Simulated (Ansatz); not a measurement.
# Ni (P-1) in Ansatz: further runs

The runs below take Ni through relaxation of cell and atoms, with PBE.

Everything below comes from runs of Ansatz 0.2.0. Logs are shortened: lines on timing, memory, paths and dates and some standing lists are left out, and cuts for length are marked.

## 1. The cell of the first run

The typed cell holds 2 atoms: a = 2.430 Å, b = 2.365 Å, c = 3.899 Å, α = 90.99°, β = 89.38°, γ = 108.95°.

## 2. Relaxation of cell and atoms, PBE, collinear spin, ferromagnetic start, target pressure 5 GPa, at which the enthalpy is minimised (cell sheared at random, sigma 0.01, atoms nudged by 0.01 Å)

input.yaml reads:

```yaml
crystal:
  lattice:
    - [-1.3842675, 1.40274018, 1.421232]
    - [1.35091165, -1.37986243, 1.3649984]
    - [2.73345981, 2.78088327, -0.01047811]
  atoms:
    - { symbol: Ni, position: [0.00325222, 0.99599756, 0.0006908], spin: 1.0 }
    - { symbol: Ni, position: [0.49674778, 0.50400244, 0.4993092], spin: 1.0 }
hamiltonian:
  xc: pbe
  pseudopotentials: { kind: paw }
magnetization:
  spin_polarized: true
kpoints:
  mp_grid: { grid: [8, 9, 5] }
scf:
  occupations: { method: fermi_dirac, width: 0.05 }
output:
  forces: true
  stress: true
  eigenvalues: true
relax:
  f_tol: 0.01
  max_steps: 40
  cell: { stress_tol: 0.05, p_target: 5.0 }
```

Potentials or basis: Ansatz PAW.

Launch:

```bash
$ ansatz run input.yaml --threads 2 --pin off --max-ram 5632MiB --backend cpu --events-out ev --progress --plain --runs-dir out
```

What it wrote:

```text
Warning: RAYON_NUM_THREADS=2 ignored (pool sized by the plan → 2); use --threads N
Engine: ansatz 0.2.0, x86_64-unknown-linux-gnu
Pseudopotentials: kind: paw
Pseudopotential: Ni, paw, valence charge 18, recommended cutoff 420 eV (normal), Ni.paw.azcp
Functional definition: PBE
  parameter kappa = 0.804
  parameter beta = 0.06672455060314922
  exchange = pbe_x(kappa = kappa, mu = beta*pi^2/3)
  correlation = pbe_c(beta = beta)
Crystal: 2 atoms, lattice volume = 21.188 Å³
Basis set: ecut = 420 eV, 405 PW (Γ), exchange–correlation on 36×32×54 points (8 copies of the dense FFT grid, shifted against one another)
Bands: 23, of which v1, the nominal top of the filled ones, is band 18 counted from 1 (17 counted from 0)
Symmetry: 2 space group operations
Space group: P-1 (ITA 2), of the structure as read, at distance tolerance 2.8e-5 Å
Magnetic group: BNS 2.4 (UNI 4), of the structure as read, at distance tolerance 2.8e-5 Å
k-points: 181 of 360
Non-local potential: Ni, projectors of the file, l = 0: 3, l = 1: 2, l = 2: 3, l = 3: 1
PAW form: soft (Blöchl's): semilocal exchange-correlation on the pseudo side does not see the compensation charge
PAW one-centre angular grid: Ni, 590 points (default); XC on 64 Gauss nodes
Initial density: superposition of atomic densities (chi_scale 0.1, normalization cell)
Starting moments: Σ|m| = 2 μB on 2 of 2 sites
Initial wavefunctions: pseudopotential atomic-orbital guess
Functional: x = pbe(κ = 0.804, μ = 0.2195149727645171), c = pbe(β = 0.06672455060314922)
iter 1 solved again at ethr=2.68e-3 eV; its pass at ethr=3.10e-3 eV (dr2=9.65e-1 eV) is discarded
SCF iter   1: F=—  HF=-11677.346076 eV  |F-HF|=—  |Δ(HF+E_count)|=         —  Δρ=4.78e-2 (↑3.82e-2 ↓4.78e-2)  dr2=9.65e-1  dr2_m=1.36e-2  M=1.731 μB ∫|m|=1.821 μB  β_m=0.30  ethr=2.68e-3  ⟨swp⟩=1.0  Hψ=41896  notcnv=0
Mixer restart at iter 1: flushing history
preconditioner: auto → none  [metal: Δε(μ)=0.002 eV  Ē_g=9.564 eV  σ=0.050 eV  W_gap=0.01  n_scr=6 (ndim 8)  ℏωp=36.1 eV  f_vac=0.000  D(μ)=5.43/eV (n_scr^D=110)  sad-step TF]
SCF iter   2: F=—  HF=-11677.343545 eV  |F-HF|=—  |Δ(HF+E_count)|=   2.53e-3  Δρ=1.58e-2 (↑1.15e-2 ↓1.58e-2)  dr2=2.28e-2  dr2_m=1.39e-2  M=1.609 μB ∫|m|=1.728 μB  β_m=0.29  ethr=2.68e-3  ⟨swp⟩=2.1  Hψ=12840  notcnv=0  defer=1
SCF iter   3: F=—  HF=-11677.955060 eV  |F-HF|=—  |Δ(HF+E_count)|=         —  Δρ=4.27e-2 (↑2.03e-2 ↓4.27e-2)  dr2=5.70e-2  dr2_m=1.78e-1  M=1.302 μB ∫|m|=1.412 μB  β_m=0.29  ethr=6.33e-5  ⟨swp⟩=2.1  Hψ=15929  notcnv=0  defer=40
Mixer restart at iter 3: flushing history
SCF iter   4: F=—  HF=-11678.443786 eV  |F-HF|=—  |Δ(HF+E_count)|=   4.89e-1  Δρ=3.25e-2 (↑1.86e-2 ↓3.25e-2)  dr2=2.15e-2  dr2_m=1.21e-1  M=1.258 μB ∫|m|=1.374 μB  β_m=0.64  ethr=6.33e-5  ⟨swp⟩=2.5  Hψ=15940  notcnv=0  defer=40
SCF iter   5: F=—  HF=-11679.273708 eV  |F-HF|=—  |Δ(HF+E_count)|=   8.30e-1  Δρ=2.90e-2 (↑1.80e-2 ↓2.90e-2)  dr2=2.64e-1  dr2_m=7.15e-3  M=1.111 μB ∫|m|=1.242 μB  β_m=0.55  ethr=5.99e-5  ⟨swp⟩=2.2  Hψ=14336  notcnv=0  defer=61
SCF iter   6: F=—  HF=-11679.211775 eV  |F-HF|=—  |Δ(HF+E_count)|=   6.19e-2  Δρ=8.69e-3 (↑5.62e-3 ↓8.69e-3)  dr2=1.49e-2  dr2_m=1.22e-3  M=1.079 μB ∫|m|=1.213 μB  β_m=0.55  ethr=5.99e-5  ⟨swp⟩=3.0  Hψ=18811  notcnv=0  defer=67
SCF iter   7: F=—  HF=-11679.229108 eV  |F-HF|=—  |Δ(HF+E_count)|=   1.73e-2  Δρ=1.82e-3 (↑1.82e-3 ↓1.38e-3)  dr2=7.80e-4  dr2_m=4.80e-5  M=1.094 μB ∫|m|=1.223 μB  β_m=0.78  ethr=4.14e-5  ⟨swp⟩=2.7  Hψ=18325  notcnv=0  defer=103
SCF iter   8: F=—  HF=-11679.230149 eV  |F-HF|=—  |Δ(HF+E_count)|=   1.04e-3  Δρ=1.13e-3 (↑1.11e-3 ↓1.13e-3)  dr2=5.84e-4  dr2_m=2.94e-6  M=1.095 μB ∫|m|=1.221 μB  β_m=0.89  ethr=2.17e-6  ⟨swp⟩=2.1  Hψ=12167  notcnv=0  defer=103
SCF iter   9: F=—  HF=-11679.230281 eV  |F-HF|=—  |Δ(HF+E_count)|=   1.32e-4  Δρ=3.27e-4 (↑2.80e-4 ↓3.27e-4)  dr2=7.36e-5  dr2_m=2.95e-7  M=1.096 μB ∫|m|=1.221 μB  β_m=0.66  ethr=1.62e-6  ⟨swp⟩=2.0  Hψ=11391  notcnv=0  defer=103
SCF iter  10: F=—  HF=-11679.230270 eV  |F-HF|=—  |Δ(HF+E_count)|=   1.15e-5  Δρ=2.34e-5 (↑1.88e-5 ↓2.34e-5)  dr2=3.92e-8  dr2_m=4.44e-8  M=1.096 μB ∫|m|=1.221 μB  β_m=0.74  ethr=2.04e-7  ⟨swp⟩=2.0  Hψ=11680  notcnv=0  defer=103
SCF iter  11: F=—  HF=-11679.230270 eV  |F-HF|=—  |Δ(HF+E_count)|=   4.20e-9  Δρ=1.66e-5 (↑8.39e-6 ↓1.66e-5)  dr2=6.11e-8  dr2_m=5.39e-9  M=1.096 μB ∫|m|=1.221 μB  β_m=0.73  ethr=1.09e-10  ⟨swp⟩=2.3  Hψ=15413  notcnv=0  defer=103
SCF iter  12: F=-11679.230270 eV  HF=-11679.230270 eV  |F-HF|=4.15e-10  |Δ(HF+E_count)|=   1.12e-8  Δρ=2.34e-6 (↑2.21e-6 ↓2.34e-6)  dr2=5.47e-10  dr2_m=6.98e-10  M=1.096 μB ∫|m|=1.221 μB  ethr=1.09e-10  ⟨swp⟩=4.2  Hψ=31009  notcnv=0
SCF 1 converged in 12 iterations: F = -11679.230270 eV  dr2 = 5.47e-10
relax step   1: F+E_penalty+E_count = -11679.23026973 eV  Δ(F+E_penalty+E_count) = +0.000e0 eV  max|allowed force component| = 5.135e-2 eV/Å  Δτ_max = 0.0000 Å  P = +7.809 GPa  Ω = 21.188 Å³  (12 SCF iters, dr2 threshold 1.00e-7 eV, accepted)
Crystal: 2 atoms, lattice volume = 21.312 Å³
Basis set: ecut = 420 eV, 407 PW (Γ), exchange–correlation on 36×32×54 points (8 copies of the dense FFT grid, shifted against one another)
Initial density: handed on by an earlier stage of this run
Starting moments: Σ|m| = 2 μB on 2 of 2 sites; this step starts from the density that it was given
Initial wavefunctions: those handed on with the density
iter 1 solved again at ethr=1.71e-6 eV; its pass at ethr=3.10e-3 eV (dr2=6.17e-4 eV) is discarded
SCF iter   1: F=—  HF=-11679.243034 eV  |F-HF|=—  |Δ(HF+E_count)|=         —  Δρ=2.01e-3 (↑2.01e-3 ↓9.61e-4)  dr2=5.83e-4  dr2_m=2.43e-4  M=1.106 μB ∫|m|=1.233 μB  β_m=0.65  ethr=1.71e-6  ⟨swp⟩=2.1  Hψ=43889  notcnv=0
preconditioner: auto → none  [metal: Δε(μ)=0.008 eV  Ē_g=10.175 eV  σ=0.050 eV  W_gap=0.04  n_scr=2 (ndim 8)  ℏωp=36.0 eV  f_vac=0.000  D(μ)=3.05/eV (n_scr^D=42)]
SCF iter   2: F=—  HF=-11679.243263 eV  |F-HF|=—  |Δ(HF+E_count)|=   2.29e-4  Δρ=2.00e-3 (↑1.25e-3 ↓2.00e-3)  dr2=1.14e-3  dr2_m=3.77e-5  M=1.107 μB ∫|m|=1.234 μB  β_m=0.34  ethr=1.62e-6  ⟨swp⟩=2.0  Hψ=15024  notcnv=0
[... 182 lines left out ...]
SCF 15 converged in 6 iterations: F = -11679.452140 eV  dr2 = 9.15e-9
relax step  15: F+E_penalty+E_count = -11679.45213966 eV  Δ(F+E_penalty+E_count) = -2.688e-4 eV  max|allowed force component| = 1.757e-5 eV/Å  Δτ_max = 0.0000 Å  P = +4.999 GPa  Ω = 21.272 Å³  energy of the carried Pulay correction = -3.321e-6 eV  (6 SCF iters, dr2 threshold 7.62e-8 eV, accepted)
iter 1 solved again at ethr=1.02e-9 eV; its pass at ethr=3.10e-3 eV (dr2=3.69e-7 eV) is discarded
SCF iter   1: F=—  HF=-11679.452121 eV  |F-HF|=—  |Δ(HF+E_count)|=         —  Δρ=1.11e-4 (↑1.11e-4 ↓1.08e-4)  dr2=2.09e-7  dr2_m=8.37e-10  M=1.249 μB ∫|m|=1.430 μB  β_m=0.65  ethr=1.02e-9  ⟨swp⟩=4.2  Hψ=61173  notcnv=0
SCF iter   2: F=—  HF=-11679.452142 eV  |F-HF|=—  |Δ(HF+E_count)|=   2.11e-5  Δρ=3.88e-5 (↑3.88e-5 ↓3.77e-5)  dr2=2.57e-8  dr2_m=2.65e-10  M=1.249 μB ∫|m|=1.430 μB  β_m=0.65  ethr=5.81e-10  ⟨swp⟩=1.0  Hψ=8326  notcnv=0
SCF iter   3: F=—  HF=-11679.452145 eV  |F-HF|=—  |Δ(HF+E_count)|=   2.94e-6  Δρ=9.37e-7 (↑6.91e-7 ↓9.37e-7)  dr2=1.85e-10  dr2_m=1.03e-10  M=1.249 μB ∫|m|=1.430 μB  β_m=0.65  ethr=7.15e-11  ⟨swp⟩=1.0  Hψ=8327  notcnv=0
SCF iter   4: F=—  HF=-11679.452143 eV  |F-HF|=—  |Δ(HF+E_count)|=   2.15e-6  Δρ=6.92e-7 (↑3.12e-7 ↓6.92e-7)  dr2=3.88e-11  dr2_m=4.24e-11  M=1.249 μB ∫|m|=1.430 μB  β_m=0.83  ethr=1.00e-12  ⟨swp⟩=2.0  Hψ=12932  notcnv=0
SCF iter   5: F=—  HF=-11679.452143 eV  |F-HF|=—  |Δ(HF+E_count)|=  1.42e-10  Δρ=5.43e-7 (↑5.43e-7 ↓3.59e-7)  dr2=7.28e-11  dr2_m=3.29e-12  M=1.249 μB ∫|m|=1.430 μB  β_m=0.60  ethr=1.00e-12  ⟨swp⟩=2.2  Hψ=11582  notcnv=0
SCF iter   6: F=—  HF=-11679.452143 eV  |F-HF|=—  |Δ(HF+E_count)|=  5.46e-12  Δρ=2.04e-7 (↑5.95e-8 ↓2.04e-7)  dr2=5.85e-12  dr2_m=1.27e-12  M=1.249 μB ∫|m|=1.430 μB  β_m=0.51  ethr=1.00e-12  ⟨swp⟩=1.0  Hψ=8333  notcnv=0
SCF iter   7: F=—  HF=-11679.452143 eV  |F-HF|=—  |Δ(HF+E_count)|=  1.64e-11  Δρ=1.31e-7 (↑4.43e-8 ↓1.31e-7)  dr2=3.01e-12  dr2_m=4.44e-13  M=1.249 μB ∫|m|=1.430 μB  β_m=0.76  ethr=1.00e-12  ⟨swp⟩=1.0  Hψ=8326  notcnv=0
SCF iter   8: F=-11679.452143 eV  HF=-11679.452143 eV  |F-HF|=9.09e-12  |Δ(HF+E_count)|=  1.64e-11  Δρ=1.84e-7 (↑8.57e-8 ↓1.84e-7)  dr2=8.92e-12  dr2_m=5.28e-13  M=1.249 μB ∫|m|=1.430 μB  ethr=1.00e-12  ⟨swp⟩=3.6  Hψ=31797  notcnv=0
SCF 16 converged in 8 iterations: F = -11679.452143 eV  dr2 = 8.92e-12
relax step  16: F+E_penalty+E_count = -11679.45214298 eV  Δ(F+E_penalty+E_count) = -3.321e-6 eV  max|allowed force component| = 3.812e-5 eV/Å  Δτ_max = 0.0000 Å  P = +4.999 GPa  Ω = 21.272 Å³  stress off target by 7.35e-3 GPa  SCF on the basis re-selected at this cell (its energy is not comparable with the rows above)  (8 SCF iters)
basis re-selected at this cell: Δ(F+E_penalty+E_count) = -3.321e-6 eV, ΔP = -0.000 GPa vs the last step (what re-selecting the basis moved, of the pressure what is left beyond the Pulay correction that the steps carried, after the strain that the cell walked since its last selection, with what the two solves' SCF thresholds leave and, on support functions, any second-order correction that the steps lacked; it is no measure of the basis error at this ecutwfc). This SCF's stress stands 7.35e-3 GPa from its target on what of the cell is left free (relax.cell.stress_tol is 5.00e-2 GPa) and its largest allowed force component is 3.81e-5 eV/Å (relax.f_tol is 1.00e-2 eV/Å): within both
SCF converged after 8 iterations
Magnetization: 1.2488 μB (18.6244 up, 17.3756 down)
Absolute magnetization: 1.4318 μB (∫|ρ↑−ρ↓|, with the PAW one-centre terms)
Spin contamination: 0.0130 ħ² per cell (⟨S²⟩ above its minimum at these occupations)
Per-site moments (μB) at R_I (Å): [(0.6631875829488961, 1.0177046778955567), (0.6631875829488953, 1.0177046778955567)]
Free energy (F): -11679.452143 eV
Harris-Foulkes:  -11679.452143 eV  (|F-HF|=9.09e-12)
Internal energy: -11679.426082 eV  (E = F + TS)
E sigma→0 (E₀):  -11679.439112 eV
Entropy (-TS):   -0.026061 eV (-13.031 meV/atom)
Fermi energy:    18.713359 eV
--- Per-component energies (eV) ---
  E_band       = -551.420219
  E_kinetic    = 565.166241
  E_local      = -6799.193891  (includes V_loc(G=0)·N_el)
  E_nonlocal   = 1270.680660
  E_hartree    = 2840.277157
  E_xc         = -170.075234
  E_vxc        = -219.345451  (∫ρ·V_xc dr)
  E_paw        = -3258.864477  (= ΣΔE_a)
  E_vpaw       = -1049.283489  (= ΣTr[D̂ρ^β])
  E_aug_tail   = 0.001077  (compensation charges beyond the density's cutoff)
  E_ewald      = -6127.417615
  E_smearing   = -0.026061  (= −TS)
  E_closure    = -0.000000  (closes the sum)
  Σ components = -11679.452143   (vs F -11679.452143, Δ=0.00e0)
--- Forces (eV/Å), atoms counted from 1 ---
  atom   1  Ni     0.00003316     0.00003812     0.00000149
  atom   2  Ni    -0.00003316    -0.00003812    -0.00000149
  max |Σ_I F_I| component: 0.00e0 eV/Å
--- Stress (GPa, compression-positive) ---
        4.995696       0.001946       0.001890
        0.001946       4.994710      -0.001954
        0.001890      -0.001954       5.006022
  P = ⅓ Tr σ = 4.9988 GPa (49.988 kbar)
--- Band table (eV; the first three rows and the last of 362) ---
  k-point 0 ↑: bands = ["-84.9985", "-84.9487", "-45.4777", "-45.3357", "-45.3267", "-45.2527", "-45.2457", "-45.2374", "9.4236", "13.8722", "14.3559", "16.1742", "16.1888", "16.2146", "17.4158", "17.4337", "18.1655", "18.2369", "18.2431", "21.1075", "28.1053", "33.5442", "33.6839"]
  k-point 1 ↑: bands = ["-84.9937", "-84.9535", "-45.4570", "-45.3271", "-45.3182", "-45.2750", "-45.2543", "-45.2460", "9.9514", "13.8724", "14.5204", "16.0228", "16.3256", "16.3390", "17.2602", "17.4854", "17.9788", "17.9816", "18.0919", "19.0855", "31.0704", "34.3552", "34.4919"]
  k-point 2 ↑: bands = ["-84.9812", "-84.9659", "-45.4020", "-45.3325", "-45.3047", "-45.2959", "-45.2768", "-45.2683", "11.4236", "13.2156", "14.9629", "15.5360", "16.7574", "16.7672", "16.8855", "17.0232", "17.3797", "17.3836", "17.6696", "17.9012", "36.3245", "36.5661", "36.6987"]
  k-point 180 ↓: bands = ["-84.1123", "-84.1122", "-44.6424", "-44.6424", "-44.5344", "-44.5343", "-44.5187", "-44.5187", "14.5107", "14.5108", "15.1686", "15.1688", "17.9022", "17.9028", "18.5177", "18.5177", "19.0709", "19.0710", "22.4534", "22.4552", "28.7129", "28.7153", "30.7784"]
--- Relaxed structure (13 steps of the walk, 13 accepted, 3 SCFs on fresh bases) ---
  F+E_penalty+E_count = -11679.45214298 eV   max|allowed force component| = 3.812e-5 eV/Å   (the final SCF, on the basis selected at the relaxed cell)
  cell:  # Å, volume = 21.2719 Å³
    - [-1.2330828813928318, 1.234226894096555, 1.7539003177635604]
    - [1.2375404771442347, -1.2363667477944882, 1.73976532554199]
    - [2.464410619802056, 2.4644665940692874, -0.0016337403672230313]
  atoms:
    - { symbol: Ni, position: [-1.3336096033045308e-7, 1.0000000542976086, -7.44109404114679e-7] }
    - { symbol: Ni, position: [0.5000001333609604, 0.4999999457023914, 0.5000007441094041] }
```

It took 2.9 min on 2 threads of Intel Xeon at 2.70GHz, shared host; peak memory 0.46 GiB.

Results:

```yaml
Free_energy: -11679.4521 eV
Relaxed_volume: 10.64 Å³/atom
Relaxed_cell: a = 2.474 Å, b = 2.467 Å, c = 3.485 Å, α = 90.00°, β = 90.00°, γ = 90.01°
Space_group_after_relaxing_to_0.05_Å: Fm-3m (No. 225)
Energy_change_on_relaxing_the_enthalpy_is_what_falls: -110.9 meV/atom
Ionic_steps: 16
Pressure_after_relaxing: 5.0 GPa
Band_gap_on_the_k_mesh: none (metal or under the smearing width)
Net_moment: 1.25 μB per cell
Absolute_moment: 1.43 μB per cell
Site_moments: Ni +0.66 μB
```

Step by step:
| step | energy change (eV) | largest force (eV/Å) | volume (Å³) |
| --- | --- | --- | --- |
| 1 | 0.0000 | 0.0585 | 21.19 |
| 2 | -0.0128 | 0.0415 | 21.31 |
| 3 | -0.0285 | 0.0159 | 21.47 |
| 4 | -0.0519 | 0.0694 | 21.73 |
| 5 | -0.0953 | 0.0313 | 21.54 |
| 6 | -0.1313 | 0.0332 | 21.30 |
| 7 | -0.1374 | 0.0143 | 20.96 |
| 8 | -0.1441 | 0.0006 | 21.03 |
| 9 | -0.1442 | 0.0001 | 21.03 |
| 10 | -0.1815 | 0.0000 | 21.03 |
| 11 | -0.2144 | 0.0011 | 21.24 |
| 12 | -0.2216 | 0.0007 | 21.27 |
| 13 | -0.2214 | 0.0002 | 21.26 |
| 14 | -0.2216 | 0.0001 | 21.26 |
| 15 | -0.2219 | 0.0000 | 21.27 |
| 16 | -0.2219 | 0.0001 | 21.27 |

Final structure:
```
CELL_PARAMETERS angstrom
-1.23308 1.23423 1.75390
1.23754 -1.23637 1.73977
2.46441 2.46447 -0.00163
ATOMIC_POSITIONS crystal
Ni 0.00000 0.00000 0.00000
Ni 0.50000 0.50000 0.50000
```

Levels at points of the mesh, in eV from the Fermi level:
Spin up:
```csv
k point,band 16,band 17,band 18,band 19,band 20,band 21,band 22,band 23
"(0.00, 0.00, 0.00)",-1.28,-0.55,-0.48,-0.47,2.39,9.39,14.83,14.97
"(-0.50, 0.00, 0.00)",-1.74,-1.44,-1.44,0.95,0.95,11.63,11.63,13.05
```
Spin down:
```
            k point  band 15  band 16  band 17  band 18  band 19  band 20  band 21  band 22
 (0.00, 0.00, 0.00)    -0.70    -0.70     0.08     0.41     0.42     2.35     9.64    14.84
(-0.50, 0.00, 0.00)    -1.17    -1.17    -0.60    -0.60     1.54     1.54    11.84    11.84
```

Caveat: the plane-wave basis is chosen anew once the cell has moved, so the energies of steps on either side of that aren't comparable.

(Continued in part 2 of 2.)
